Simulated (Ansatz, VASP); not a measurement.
**Sb in VASP and in Ansatz**

```
CELL_PARAMETERS angstrom
2.25813 1.30373 3.74400
-2.25813 1.30373 3.74400
0.00000 -2.60746 3.74400
ATOMIC_POSITIONS crystal
Sb 0.23364 0.23364 0.23364
Sb 0.76636 0.76636 0.76636
```

Change from the starting cell: strain +0.050 along x and y, +0.000 along z, atoms carried along.

Alike in both runs: task single point; functional PBE; k mesh 12 × 12 × 12; occupations gaussian, width 0.15 eV; no spin polarisation.

|  | VASP | Ansatz |
| --- | --- | --- |
| version | VASP 6.6.1 | Ansatz 0.2.0 |
| potentials or method | VASP PAW PBE potentials, release 64 (Sb) | scalar-relativistic, plane waves, PAW |
| plane-wave cutoff (eV) | 520 | 420 |
| valence electrons in the cell | 10 | 30 |

```tsv
	VASP	Ansatz	Ansatz less VASP
gap on the k mesh at the Fermi level (eV)	none	none	-
pressure (GPa)	-2.3	-2.3	0.00
largest component of the traceless stress (GPa)	1.54	1.56	+0.023
rms of the force components (eV/Å)	0.064	0.078	+0.0142
```

Atom by atom the forces differ by 0.014 eV/Å (rms over components). A gap of «none» marks a metal or a gap that the smearing closes. The two sets of potentials don't hold the same shells in valence.

Spin-orbit coupling is left out, which matters for the levels of Sb.
